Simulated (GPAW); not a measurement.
# SnTe: band structure with revTPSS

**The experiment to reproduce.**

A printed reference work, textbook reports, for a bulk crystal of SnTe at 300 K: band gap 0.18 eV (direct).

Crystal: SnTe.

```
CELL_PARAMETERS angstrom
4.45597 0.00000 0.00000
2.22799 3.85899 0.00000
2.22799 1.28633 3.63829
ATOMIC_POSITIONS crystal
Te 0.50000 0.50000 0.50000
Sn 0.00000 0.00000 0.00000
```

```
Program                   : GPAW 26.7.0
Task                      : band structure
Functional                : revTPSS
Potentials or basis       : GPAW PAW data sets (gpaw-data 1.2.1)
Cutoff                    : 600 eV
Basis                     : pw
k mesh                    : 6 × 6 × 6
Occupations               : fermi-dirac, width 0.05 eV
Spin                      : spin-orbit coupling, no magnetisation
Eigensolver               : davidson
Maxiter                   : 150
Band path                 : GXWKGLUWLK,UX
Band points               : 80
spin axis theta (degrees) : 90
spin axis phi (degrees)   : 45
Soc after scf             : second variation without the xc potential
```

| Quantity | Value |
| --- | --- |
| Pressure | 0.2 GPa |
| Band gap on the k mesh | 0.29 eV, direct |
| Band gap along the path | 0.25 eV, indirect (least direct gap 0.29 eV) |

Levels at the corners of the path, in eV from the valence-band top:
```
point  band 18  band 19  band 20  band 21  band 22  band 23
    Γ    -1.73    -1.73    -1.73     2.92     2.92     3.83
    X    -3.91    -3.43    -3.43     2.13     2.13     4.74
    W    -4.72    -0.69    -0.69     1.04     1.04     4.57
    K    -3.24    -2.54    -2.54     2.98     2.98     3.43
    Γ    -1.73    -1.73    -1.73     2.92     2.92     3.83
    L    -1.43     0.00     0.00     0.29     0.29     0.47
    U    -3.24    -2.54    -2.54     2.98     2.98     3.43
    W    -4.72    -0.69    -0.69     1.04     1.04     4.57
    L    -1.43     0.00     0.00     0.29     0.29     0.47
    K    -3.24    -2.54    -2.54     2.98     2.98     3.43
    U    -3.24    -2.54    -2.54     2.98     2.98     3.43
    X    -3.91    -3.43    -3.43     2.13     2.13     4.74
```

It took 2.5 min on 1 thread of INTEL(R) XEON(R) PLATINUM 8581C CPU @ 2.30GHz (Emerald Rapids), with other jobs on the host, peak memory 0.47 GiB.

Measured gap of SnTe: 0.18 eV (direct; 300 K; a printed reference work, textbook). This calculation gives 0.25 eV (+0.07 eV). The value is that of revTPSS, without temperature or zero-point motion.

Caveat: spin-orbit coupling was added after a scalar SCF, so levels and gaps hold it while energy, forces, pressure and moments don't; this program's spin-orbit splittings come out too wide for heavy elements; the PAW data sets were made with another functional, which shifts forces and pressure a little.
